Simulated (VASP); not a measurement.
Set up this calculation in VASP 6.6.1, as the native input.

```yaml
Task: relaxation of cell and atoms
Functional: vdW-DF
Potentials_or_basis: VASP PAW PBE potentials, release 64 (Al, O)
Cutoff: 600 eV
k_mesh: 7 × 7 × 7
Occupations: fermi-dirac, width 0.05 eV
Spin: no spin polarisation
Further_INCAR_settings: ALGO = Normal; EDIFF = 1e-06; IBRION = 2; EDIFFG = -0.02; NSW = 40; ISIF = 3
```

The structure of Al2O3 (Corundum) lies in POSCAR:

```
Al2O3
1.0
    2.3802500000      1.3742379782      4.3318666667
   -2.3802500000      1.3742379782      4.3318666667
    0.0000000000     -2.7484759565      4.3318666667
Al O
4 6
Direct
    0.8521600000      0.8521600000      0.8521600000
    0.6478400000      0.6478400000      0.6478400000
    0.1478400000      0.1478400000      0.1478400000
    0.3521600000      0.3521600000      0.3521600000
    0.0566800000      0.7500000000      0.4433200000
    0.7500000000      0.4433200000      0.0566800000
    0.4433200000      0.0566800000      0.7500000000
    0.9433200000      0.2500000000      0.5566800000
    0.2500000000      0.5566800000      0.9433200000
    0.5566800000      0.9433200000      0.2500000000
```

These files were run (other wordings do the same):

INCAR

```
SYSTEM = Al2O3
  PREC = Accurate
  ENCUT = 600
  EDIFF = 1E-6
  ISMEAR = -1
  SIGMA = 0.05
  LREAL = .FALSE.
  LASPH = .TRUE.
  NELM = 80
  ALGO = Normal
  ISIF = 3
  LWAVE = .FALSE.
  LCHARG = .FALSE.
  GGA = RE
  LUSE_VDW = .TRUE.
  AGGAC = 0.0
  IBRION = 2
  NSW = 40
  EDIFFG = -0.02
```

KPOINTS

```
Automatic mesh
0
G
  7 7 7
  0 0 0
```

Potentials or basis: VASP PAW PBE potentials, release 64 (Al, O).

The run is started by

```console
$ cat potpaw_PBE.64/Al/POTCAR potpaw_PBE.64/O/POTCAR > POTCAR
$ mpirun -np 1 vasp_std > vasp.out
```

Results of the run:

```yaml
Relaxed_volume: 8.91 Å³/atom
Relaxed_cell: a = 5.211 Å, b = 5.211 Å, c = 5.211 Å, α = 55.27°, β = 55.27°, γ = 55.27°
Space_group_after_relaxing_to_0.05_Å: R-3c (No. 167)
Energy_gained_by_relaxing: 14.3 meV/atom
Ionic_steps: 5
Pressure_after_relaxing: 0.2 GPa
Largest_force_after_relaxing: 0.011 eV/Å
Band_gap_on_the_k_mesh: 5.95 eV, direct
```

Caveat: the PAW data sets were made with another functional, which shifts forces and pressure a little; an odd mesh through Γ misses points on the zone boundary, where band edges often lie.

Run time: 8.4 min on 1 thread of Intel(R) Xeon(R) 6975P-C (Granite Rapids), with other jobs on the host, peak memory 0.69 GiB.
